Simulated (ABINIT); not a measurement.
Input of an ABINIT 10.8.3 (patched build) run:

run.abi

```
# Pseudopotentials
pp_dirpath "./"
pseudos "Zr.upf, B.upf"

# Structure
acell 3*1.0 Angstrom
rprim
     3.1700000000     0.0000000000     0.0000000000
    -1.5850000000     2.7453005300     0.0000000000
     0.0000000000     0.0000000000     3.5330000000
ntypat 2
znucl 40 5
natom 3
typat 1 2 2
chkprim 0
chksymtnons 0
tolsym 1.0e-6
xred
            0.0            0.0            0.0
            2/3            1/3            1/2
            1/3            2/3            1/2

# Plane-wave basis
ecut 38.0
ecutsm 0.5

# k points
kptopt 1
ngkpt 8 8 6
nshiftk 1
shiftk 0.0 0.0 0.0

# Exchange and correlation
ixc -116133

# Bands and occupations
nband 13
occopt 3
tsmear 0.00183747

# SCF cycle
nstep 80
tolvrs 1.0e-12

# Output
iomode 3
prteig 0
prtebands 0
prtwf 0
prtden 0

# Relaxation
ionmov 2
optcell 2
ntime 50
tolmxf 2.0e-5
dilatmx 1.08
```

Potentials or basis: PseudoDojo NC SR PBEsol v0.4.1 standard.

Launch:

```bash
$ mpirun --bind-to none -np 4 abinit run.abi > log 2>&1
```

(1) Predict the space group after relaxing (to 0.05 Å).

(2) Predict the relaxed volume.

(3) Estimate the relaxed cell.

(4) Estimate the band gap on the k mesh.

Results:

(1) P6/mmm (No. 191).

(2) 10.09 Å³/atom.

(3) a = 3.157 Å, b = 3.157 Å, c = 3.507 Å, α = 90.00°, β = 90.00°, γ = 120.00°.

(4) none (metal or under the smearing width).
